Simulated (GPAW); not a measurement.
A run of GPAW 26.7.0:

run.py

```python
from ase.dft.bandgap import bandgap
from ase.io import read, write
from ase.units import Bohr, GPa
from gpaw import GPAW, PW
from gpaw.elf import elf_from_dft_calculation

atoms = read('POSCAR')

calc = GPAW(mode=PW(680),
            xc='RPBE',
            kpts={'size': (5, 5, 3), 'gamma': True},
            occupations={'name': 'fermi-dirac', 'width': 0.01},
            nbands=18,
            convergence={'density': 1e-05, 'energy': 1e-05},
            maxiter=150,
            txt='gpaw.txt')
atoms.calc = calc
energy = atoms.get_potential_energy()
forces = atoms.get_forces()
stress = atoms.get_stress()
calc.write('gs.gpw')
write('result.traj', atoms)
print(f'Energy: {energy:.6f} eV')
print('Forces (eV/A):')
print(forces.round(4))
print('Stress (GPa):', (stress / GPa).round(3))
print('Fermi level:', round(calc.get_fermi_level(), 4), 'eV')
print(f'Gap: {bandgap(calc)[0]:.4f} eV, direct: {bandgap(calc, direct=True)[0]:.4f} eV')

# fields on the real-space grid
write('density.cube', atoms, data=calc.get_pseudo_density() * Bohr**3)
write('potential.cube', atoms, data=calc.get_electrostatic_potential())
write('elf.cube', atoms, data=elf_from_dft_calculation(calc).data)
```

POSCAR

```
GaN
1.0
    3.1800000000      0.0000000000      0.0000000000
   -1.5900000000      2.7539607840      0.0000000000
    0.0000000000      0.0000000000      5.1660000000
Ga N
2 2
Direct
    0.6666666667      0.3333333333      0.5000000000
    0.3333333333      0.6666666667      0.0000000000
    0.6666666667      0.3333333333      0.8750000000
    0.3333333333      0.6666666667      0.3750000000
```

Potentials or basis: the program's PAW data sets (release 1.2.1) made for this functional, pw.

Run with:

```bash
$ OMP_NUM_THREADS=1 python run.py
```

Hardware: 1 thread of Arm Neoverse V1 (shared host).

**Question.** How long does it take, and how much memory?

**Answer.** Wall time 8.4 s on 1 thread of Arm Neoverse V1 (shared host), peak memory 0.15 GiB. Counts: scf iterations 11, plane waves 1846, bands 18, k points 12.
